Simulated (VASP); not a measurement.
# LiF (Pm-3m) in VASP: single point with LDA

Aim: the single point of LiF with LDA.

All numbers are computed with VASP 6.6.1; they aren't measurements. Logs are shortened: lines on timing, memory, paths and dates and some standing lists are left out, and cuts for length are marked.

**1. The crystal as given**

The structure is cubic, space group Pm-3m (No. 221). The conventional cell has a = 2.560 Å, b = 2.560 Å, c = 2.560 Å, α = 90.00°, β = 90.00°, γ = 90.00°. Around Li (site symmetry m-3m) lie 8 F at 2.22 Å. F (site symmetry m-3m) has 8 Li at 2.22 Å as nearest neighbours.

Measurements of this composition are mostly on another form, of space group No. 225.

**2. Single point, LDA**

Input file INCAR:

```
  ALGO = Normal
  EDIFF = 1E-6
  ENCUT = 520
  GGA = CA
  ISIF = 2
  ISMEAR = 0
  LASPH = T
  LCHARG = F
  LREAL = F
  LWAVE = F
  NBANDS = 12
  NELM = 100
  PREC = Accurate
  SIGMA = 0.05
```

Input file KPOINTS:

```
k-points
0
Gamma
  10 10 10
```

Input file POSCAR:

```
LiF
1.0
    2.5595330000      0.0000000000      0.0000000000
    0.0000000000      2.5595330000      0.0000000000
    0.0000000000      0.0000000000      2.5595330000
Li F
1 1
Direct
    0.0000000000      0.0000000000      0.0000000000
    0.5000000000      0.5000000000      0.5000000000
```

Potentials or basis: VASP PAW LDA potentials, release 64 (Li_sv, F).

Started as:

```
> cat potpaw_LDA.64/Li_sv/POTCAR potpaw_LDA.64/F/POTCAR > POTCAR
> mpirun -np 1 vasp_std > vasp.out
```

OUTCAR:

```text
EDIFF = 1E-6
   ENCUT = 520
   GGA = CA
   ISIF = 2
   ISMEAR = 0
   LASPH = T
   LREAL = F
   NELM = 100
   PREC = Accurate

 ion  position               nearest neighbor table
   1  0.000  0.000  0.000-   2 2.22   2 2.22   2 2.22   2 2.22   2 2.22   2 2.22   2 2.22   2 2.22

   2  0.500  0.500  0.500-   1 2.22   1 2.22   1 2.22   1 2.22   1 2.22   1 2.22   1 2.22   1 2.22

  LATTYP: Found a simple cubic cell.
 ALAT       =     2.5595330000

  Lattice vectors:

 A1 = (   2.5595330000,   0.0000000000,   0.0000000000)
 A2 = (   0.0000000000,   2.5595330000,   0.0000000000)
 A3 = (   0.0000000000,   0.0000000000,   2.5595330000)

Analysis of symmetry for initial positions (statically):
=====================================================================
 Subroutine PRICEL returns:
 Original cell was already a primitive cell.

 Routine SETGRP: Setting up the symmetry group for a
 simple cubic supercell.

 Subroutine GETGRP returns: Found 48 space group operations
 (whereof 48 operations were pure point group operations)
 out of a pool of 48 trial point group operations.

The static configuration has the point symmetry O_h .

Analysis of symmetry for dynamics (positions and initial velocities):
=====================================================================
 Subroutine PRICEL returns:
 Original cell was already a primitive cell.

 Routine SETGRP: Setting up the symmetry group for a
 simple cubic supercell.

 Subroutine GETGRP returns: Found 48 space group operations
 (whereof 48 operations were pure point group operations)
 out of a pool of 48 trial point group operations.

The dynamic configuration has the point symmetry O_h .

 Subroutine INISYM returns: Found 48 space group operations
 (whereof 48 operations are pure point group operations),
 and found     1 'primitive' translations

----------------------------------------------------------------------------------------

                                     Primitive cell

  volume of cell :      16.7680

  direct lattice vectors                    reciprocal lattice vectors
     2.559533000  0.000000000  0.000000000     0.390696272  0.000000000  0.000000000
     0.000000000  2.559533000  0.000000000     0.000000000  0.390696272  0.000000000
     0.000000000  0.000000000  2.559533000     0.000000000  0.000000000  0.390696272

  length of vectors
     2.559533000  2.559533000  2.559533000     0.390696272  0.390696272  0.390696272

  position of ions in fractional coordinates (direct lattice)
     0.000000000  0.000000000  0.000000000
     0.500000000  0.500000000  0.500000000

  ion indices of the primitive-cell ions
   primitive index   ion index
[... 88 lines left out ...]
   EFERMI =   0.00;   METHOD = LEGACY
   ISMEAR =     0;   SIGMA  =   0.05  broadening in eV -4-tet -1-fermi 0-gaus
   EFERMI_NEDOS =   21; number of points for ismear=-14 and -15
   IALGO  =     38    algorithm
   IMIX   =      4    mixing-type and parameters
     AMIX     =   0.40;   BMIX     =  1.00
     AMIX_MAG =   1.60;   BMIX_MAG =  1.00
  volume/ion in A,a.u.               =       8.38        56.58
  Fermi-wavevector in a.u.,A,eV,Ry     =   1.377994  2.604032 25.835673  1.898868
  Thomas-Fermi vector in A             =   2.503097
   LORBIT       =      0    0 simple, 1 ext, 2 COOP (PROOUT), +10 PAW based schemes
   GGA     = CA    functional components
   LHFCALC =     F    Hartree Fock is set to
   AEXX    =    0.0000 exact exchange contribution
   IVDW    =     0    specifies the selected vdW correction
   LEPSILON=     F    determine dielectric tensor
   LRPA    =     F    only Hartree local field effects (RPA)
 non-spin polarized calculation
 Gauss-broadening in eV      SIGMA  =   0.05
  energy-cutoff  :      520.00
  volume of cell :       16.77
 maximum number of plane-waves:       468
 NGX is ok and might be reduce to    20
   NGX =  9   NGY =  9   NGZ =  9

 number of electron      10.0000016 magnetization

 Free energy of the ion-electron system (eV)
  ---------------------------------------------------
  ext. energy  EPLUGINS =         0.00000000
  ---------------------------------------------------
  free energy    TOTEN  =        -9.87005508 eV

  energy without entropy =       -9.87005508  energy(sigma->0) =       -9.87005508

 E-fermi :   0.1158     XC(G=0): -10.5747

 val. band max:       -0.1968021555   @ k =   0.5000   0.5000   0.0000
 cond. band min:       7.1077089187   @ k =   0.0000   0.0000   0.0000
 fundamental gap:      7.3045110742
 Fermi energy:         0.1157795710

 k-point     1 :       0.0000    0.0000    0.0000
  band No.  band energies     occupation
      1     -41.8429      2.00000
      2     -20.6084      2.00000
      3      -0.8827      2.00000
      4      -0.8827      2.00000
      5      -0.8827      2.00000
      6       7.1077      0.00000
      7      18.2197      0.00000
      8      18.2197      0.00000
      9      20.3093      0.00000
     10      20.3093      0.00000
     11      20.3093      0.00000
     12      37.8381      0.00000
[... 331 lines left out ...]
 k-point    24 :       0.3000    0.1000    0.1000
  band No.  band energies     occupation
      1     -41.7986      2.00000
      2     -20.2089      2.00000
      3      -2.9436      2.00000
      4      -1.0210      2.00000
      5      -0.8645      2.00000
      6       8.9445      0.00000
      7      14.1161      0.00000
      8      17.0930      0.00000
      9      20.0847      0.00000
     10      23.2053      0.00000
     11      29.1051      0.00000
     12      29.1766      0.00000

 [... further k-points ...]

------------------------ aborting loop because EDIFF is reached ----------------------------------------

  FORCE on cell =-STRESS in cart. coord.  units (eV):
  Direction    XX          YY          ZZ          XY          YZ          ZX
  --------------------------------------------------------------------------------------
  -------------------------------------------------------------------------------------
  Total       -0.8321884     -0.8321884     -0.8321884     -0.0000000      0.0000000     -0.0000000
  in kB      -79.5151825    -79.5151825    -79.5151825     -0.0000000      0.0000000     -0.0000000
  external PRESSURE =     -79.5151825 kB  Pullay stress =       0.0000000 kB

 VOLUME and BASIS-vectors are now :
 -----------------------------------------------------------------------------
  energy-cutoff  :      520.00
  volume of cell :       16.77
      direct lattice vectors                 reciprocal lattice vectors
     2.559533000  0.000000000  0.000000000     0.390696272  0.000000000  0.000000000
     0.000000000  2.559533000  0.000000000     0.000000000  0.390696272  0.000000000
     0.000000000  0.000000000  2.559533000     0.000000000  0.000000000  0.390696272

 POSITION                                       TOTAL-FORCE (eV/Angst)
 -----------------------------------------------------------------------------------
      0.00000      0.00000      0.00000         0.000000      0.000000      0.000000
      1.27977      1.27977      1.27977         0.000000      0.000000      0.000000
 -----------------------------------------------------------------------------------
    total drift:                                0.000000      0.000000      0.000000

  FREE ENERGIE OF THE ION-ELECTRON SYSTEM (eV)
  ---------------------------------------------------
  free  energy   TOTEN  =        -9.8700550811 eV

  energy  without entropy=       -9.8700550811  energy(sigma->0) =       -9.87005508
```

Wall time 3.2 s (1 thread of Intel Xeon 6975P-C (Granite Rapids), shared host); peak memory 0.11 GiB.

What came out:

```yaml
Free_energy: -9.8701 eV
Band_gap_on_the_k_mesh: 7.30 eV, indirect (least direct gap 7.99 eV)
```

Caveat: the cutoff is under 1.25 times the usual one of these potentials, so pressure, stress and relaxed cells hold a basis-set (Pulay) error.
